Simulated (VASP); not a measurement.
**SiO2 (Cristobalite) under changes of volume**

One of the cells (14.690 Å³/atom); the others are scaled copies at fixed shape and fractional positions:

```
Si O
1.0
     5.01499    0.00000    0.00000
     0.00000    5.01499    0.00000
     0.00000    0.00000    7.00911
Si O
4 8
Direct
  0.79897 0.20103 0.75000
  0.70103 0.70103 0.50000
  0.20103 0.79897 0.25000
  0.29897 0.29897 0.00000
  0.10347 0.23989 0.82187
  0.26011 0.60347 0.07187
  0.89653 0.76011 0.32187
  0.73989 0.39653 0.57187
  0.60347 0.26011 0.92813
  0.76011 0.89653 0.67813
  0.39653 0.73989 0.42813
  0.23989 0.10347 0.17813
```

* Program: VASP 6.6.1
* Functional: PBE
* Potentials or basis: VASP PAW PBE potentials, release 64 (Si, O)
* Cutoff: 520 eV
* k mesh: 6 × 6 × 4
* Occupations: fermi-dirac, width 0.05 eV
* Spin: no spin polarisation

```tsv
volume (Å³/atom)	energy over the lowest point (meV/atom)	pressure (GPa)	gap on the mesh (eV)	largest force (eV/Å)
13.538	?	?	?	?
13.826	49.42	14.6	5.97	0.863
14.114	26.69	10.3	5.87	0.621
14.690	2.63	2.9	5.65	0.228
14.978	0.00	-0.3	5.53	0.162
15.266	2.86	-3.2	5.40	0.263
```

Q: What does the run at 13.538 Å³/atom give?

A: Energy over the lowest point 80.25 meV/atom; pressure 19.3 GPa; gap on the mesh 6.07 eV; largest force 1.126 eV/Å.

Worked out: A Birch-Murnaghan fit of order 3 (a polynomial in V^(-2/3)) to the other rows has its minimum at 14.97 Å³/atom with B0 = V·E''(V) = 159 GPa and B' = 4.0 at fixed shape and positions, which overstates the stiffness. It gives 80.28 meV/atom at 13.538 Å³/atom, against the run's 80.25, and -dE/dV = 19.6 GPa, against 19.3. A parabola through the other rows of the gap, of slope -4 eV per unit of ln V (its deformation potential) there, extrapolates to 6.06 eV, against the run's 6.07.

Energies are extrapolated to zero smearing.

Caveats: forces of over 1 eV/Å show positions far from the minimum, so gaps and moduli don't describe the material at rest (some runs).

A mesh can miss the band edges.
